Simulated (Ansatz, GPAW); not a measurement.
**One calculation of Ti, 3 ways**

```
CELL_PARAMETERS angstrom
2.95000 0.00000 0.00000
-1.47500 2.55477 0.00000
0.00000 0.00000 4.68000
ATOMIC_POSITIONS crystal
Ti 0.66667 0.33333 0.75000
Ti 0.33333 0.66667 0.25000
```

Alike in all runs: task single point; functional PBE; k mesh 10 × 10 × 6; occupations gaussian, width 0.024 eV; no spin polarisation; no spin-orbit coupling. Pressure is positive in compression and, in plane waves, holds the error of the finite cutoff, which Ansatz's Pulay term estimates and takes out.

```csv
program and potentials,plane-wave cutoff (eV),notes,pressure (GPa)
"Ansatz, Ansatz PAW",420,-,?
"GPAW, GPAW PAW data sets (gpaw-data 1.2.1)",600,-,-1.99
"Ansatz, all-electron LAPW, scalar-relativistic",-,-,-1.44
```

Question: Estimate from the other rows what the run with Ansatz, Ansatz PAW gave.

Answer: Pressure -1.43 GPa. The other rows, which needn't bracket it: pressure -1.99 to -1.44.
